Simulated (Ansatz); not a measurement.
Input and command of a calculation in Ansatz (plane waves; scalar-relativistic PAW potentials unless the input names others):

```yaml
crystal:
  lattice:
    - [3.0291923366, 0.0367761476, 0.0756055766]
    - [-1.4827470902, 2.779424912, -0.1651210934]
    - [0.2475128585, -0.4812870241, 10.2094229013]
  atoms:
    - { symbol: Si, position: [0.6606830346, 0.3431205663, 0.9322776229] }
    - { symbol: Si, position: [0.3158488343, 0.6553702021, 0.4387284585] }
    - { symbol: Si, position: [-0.0139949591, 0.0100954944, 0.6836121699] }
    - { symbol: Si, position: [-0.0045917931, -0.0186271064, 0.1962936582] }
    - { symbol: C, position: [0.6722189282, 0.3373672381, 0.751038473] }
    - { symbol: C, position: [0.3592346227, 0.6846104789, 0.2483427995] }
    - { symbol: C, position: [-0.0158588797, -0.0022516453, 0.4975371862] }
    - { symbol: C, position: [0.0264602121, -0.0096852281, 0.0041676317] }
basis:
  ecutwfc: 420
kpoints:
  mp_grid: { grid: [12, 12, 4] }
hamiltonian:
  xc: pbe
scf:
  occupations: { method: methfessel_paxton, width: 0.05 }
  n_extra_bands: 4
output:
  forces: true
  eigenvalues: true
  stress: true
```

```bash
ansatz run input.yaml --threads 2 --pin off --max-ram 5120MiB --backend cpu --events-out ev --progress --plain --runs-dir out
```

Abridged log:
```
Basis set: ecut = 420 eV, 1687 PW (Γ), exchange–correlation on 48×48×144 points (8 copies of the dense FFT grid, shifted against one another)
Bands: 20, of which v1, the nominal top of the filled ones, is band 16 counted from 1 (15 counted from 0)
Symmetry: 1 space group operations
k-points: 292 of 576 (time reversal used)
SCF iter   1: F=—  HF=-3547.288512 eV  |F-HF|=—  |Δ(HF+E_count)|=         —  Δρ=3.22e-3  dr2=2.22e-2  ethr=1.77e-3  ⟨swp⟩=6.7  Hψ=34819  notcnv=0
SCF iter   2: F=—  HF=-3547.284966 eV  |F-HF|=—  |Δ(HF+E_count)|=   3.55e-3  S|Δr|=    0.00e0  Δρ=1.47e-3  dr2=2.03e-3  ethr=6.94e-5  ⟨swp⟩=3.2  Hψ=12949  notcnv=0
SCF iter   3: F=—  HF=-3547.284866 eV  |F-HF|=—  |Δ(HF+E_count)|=   1.01e-4  S|Δr|=    0.00e0  Δρ=6.57e-4  dr2=2.86e-4  ethr=6.36e-6  ⟨swp⟩=2.3  Hψ=8740  notcnv=0
SCF iter   4: F=—  HF=-3547.284941 eV  |F-HF|=—  |Δ(HF+E_count)|=   7.56e-5  S|Δr|=    0.00e0  Δρ=3.11e-4  dr2=5.69e-5  ethr=8.95e-7  ⟨swp⟩=2.5  Hψ=9494  notcnv=0
SCF iter   5: F=—  HF=-3547.285052 eV  |F-HF|=—  |Δ(HF+E_count)|=   1.11e-4  S|Δr|=    0.00e0  Δρ=7.90e-5  dr2=2.59e-6  ethr=1.78e-7  ⟨swp⟩=2.2  Hψ=9754  notcnv=0
SCF iter   6: F=—  HF=-3547.285054 eV  |F-HF|=—  |Δ(HF+E_count)|=   2.36e-6  S|Δr|=    0.00e0  Δρ=1.32e-5  dr2=1.42e-7  ethr=8.09e-9  ⟨swp⟩=2.1  Hψ=9941  notcnv=0
SCF iter   7: F=-3547.285054 eV  HF=-3547.285054 eV  |F-HF|=2.35e-10  |Δ(HF+E_count)|=   7.00e-8  S|Δr|=    0.00e0  Δρ=3.60e-6  dr2=1.21e-8  ethr=3.13e-10  ⟨swp⟩=5.6  Hψ=24979  notcnv=0
SCF 1 converged in 7 iterations: F = -3547.285054 eV  dr2 = 1.21e-8
SCF converged after 7 iterations
Stability not checked: this state was not tested for a lower state beside it, because cold or Methfessel-Paxton smearing, or corrected tetrahedra, fill the levels in a way that the test cannot read (fill_not_monotonic; see scf.lower_state_search)
Free energy (F): -3547.285054 eV
Harris-Foulkes:  -3547.285054 eV  (|F-HF|=2.35e-10)
Internal energy: -3547.285055 eV  (E = F + TS)
E sigma→0 (E₀):  -3547.285054 eV
Entropy (-TS):   0.000000 eV (0.000 meV/atom)
Fermi energy:    10.485924 eV
Step filling:    the computed levels leave a gap of 0.3214 eV = 6.4 smearing widths at the electron count; against every level under it full and every level over it empty, smearing changes F+E_penalty+E_count by +2.88e-6 meV and its σ→0 estimate by -1.29e-5 meV
--- Forces (eV/Å), atoms counted from 1 ---
  atom   1  Si     1.23356500    -0.46600700     2.40154556
  atom   2  Si     0.66456240    -0.05337389    -0.96258706
  atom   3  Si     1.97202058    -0.97697312     0.63656816
  atom   4  Si     1.21136051     1.64318944    -2.55452754
  atom   5  C     -2.20894081     1.06206950    -1.18060624
  atom   6  C     -1.11096585    -1.87406084     1.75339484
  atom   7  C     -0.38842229     0.31430540     0.57710614
  atom   8  C     -1.37315953     0.35083049    -0.67089234
--- Stress (GPa, compression-positive) ---
       12.212515      -4.525921      -8.951143
       -4.525921     -17.722150      14.296613
       -8.951142      14.296613      -2.710145
  P = ⅓ Tr σ = -2.7399 GPa (-27.399 kbar)
```

Apart from outputs, the input differs from a reference run on usual settings in scf.occupations.method: "gaussian" → "methfessel_paxton"; scf.n_extra_bands: not typed → 4. The reference, at the same geometry (not necessarily relaxed), gave pressure -2.74 GPa, largest force 3.270 eV/Å, gap on the mesh 0.32 eV. This run converged in 7 SCF iterations (reference: 6) with an energy at zero smearing within 0.01 meV/atom of the reference's, pressure -2.74 GPa, largest force 3.270 eV/Å, gap on the mesh 0.32 eV.

Time: 12 s on 2 threads of Intel(R) Xeon(R) 6975P-C (Granite Rapids), with other jobs on the host, peak memory 0.7 GiB.